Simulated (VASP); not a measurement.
Write an ASE script for VASP 6.6.1 that does the following.

```
Task                   : single point
Functional             : RPBE
Potentials or basis    : VASP PAW PBE potentials, release 64 (In_d)
Cutoff                 : 520 eV
k mesh                 : 9 × 9 × 3
Occupations            : gaussian, width 0.1 eV
Spin                   : no spin polarisation
Further INCAR settings : ALGO = Normal; EDIFF = 1.00e-07
```

The structure of In lies in In.xyz:

```xyz
4
Lattice="3.3638438630 0.0000000000 0.0000000000 -1.6819219315 2.9131742397 0.0000000000 0.0000000000 0.0000000000 10.7997083600" Properties=species:S:1:pos:R:3 pbc="T T T"
In     1.6819219317      0.9710580798      8.0997812700
In     0.0000000000      0.0000000000      5.3998541800
In    -0.0000000002      1.9421161599      2.6999270900
In     0.0000000000      0.0000000000      0.0000000000
```

This isn't the form of In at room conditions, which is tetragonal.

These files were run (other wordings do the same):

run.py

```python
from ase.calculators.vasp import Vasp
from ase.dft.bandgap import bandgap
from ase.io import read

atoms = read('In.xyz')
calc = Vasp(
    directory='calc',
    xc='rpbe',
    pp='PBE',
    setups='recommended',
    prec='Accurate',
    encut=520,
    ediff=1e-07,
    ismear=0,
    sigma=0.1,
    lreal=False,
    lasph=True,
    nelm=60,
    algo='Normal',
    isif=2,
    lwave=False,
    lcharg=False,
    kpts=[9, 9, 3],
    gamma=True,
)
atoms.calc = calc

print('energy (eV):', atoms.get_potential_energy())
print('free energy (eV):', atoms.get_potential_energy(force_consistent=True))
print('forces (eV/A):')
print(atoms.get_forces())
print('stress (eV/A^3, Voigt):', atoms.get_stress())
print('Fermi level (eV):', calc.get_fermi_level())
gap, top, bottom = bandgap(calc)
print('band gap (eV):', gap, 'from (spin, k, band)', top, 'to', bottom)
```

Potentials or basis: VASP PAW PBE potentials, release 64 (In_d).

Launch:

```console
$ python run.py
```

It gave:

```yaml
Pressure: 3.2 GPa
Band_gap_on_the_k_mesh: none (metal or under the smearing width)
```

Caveat: the PAW data sets were made with another functional, which shifts forces and pressure a little.

It took 70 s on 1 thread of Intel(R) Xeon(R) Platinum 8259CL CPU @ 2.50GHz (Skylake/Cascade Lake), with other jobs on the host, peak memory 0.25 GiB.
